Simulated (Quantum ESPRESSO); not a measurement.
The system is Ti2O.

```xyz
3
Lattice="2.9194 0.0000 0.0000 -1.4597 2.5283 0.0000 0.0000 0.0000 4.7130" Properties=species:S:1:pos:R:3 pbc="T T T"
Ti    0.0000    1.6855    3.3993
Ti    1.4597    0.8428    1.3137
O     0.0000    0.0000    0.0000
```

Base run:

| Property | Result |
| --- | --- |
| Program | Quantum ESPRESSO 7.5 |
| Functional | PBEsol |
| Potentials or basis | GBRV 1.5 PBEsol |
| Cutoff | 612 eV |
| Density cutoff | 4898 eV |
| k mesh | 10 × 10 × 6 |
| Occupations | fermi-dirac, width 0.05 eV |
| Spin | no spin polarisation |
| Hubbard terms | Ti d U = 4 eV |

Its results: band gap on the k mesh none (metal or under the smearing width); pressure 11.2 GPa; largest force 1.197 eV/Å.

Problem. The run is repeated on the same cell with these changes: hubbard terms from Ti d U = 4 eV to Ti d U = 5 eV. What comes out?

Solution. Band gap on the k mesh none (metal or under the smearing width); pressure 13.1 GPa; largest force 1.185 eV/Å.

Caveats: U without spin polarisation on a metal has little footing; forces of over 1 eV/Å show positions far from the minimum, so gaps and moduli don't describe the material at rest.
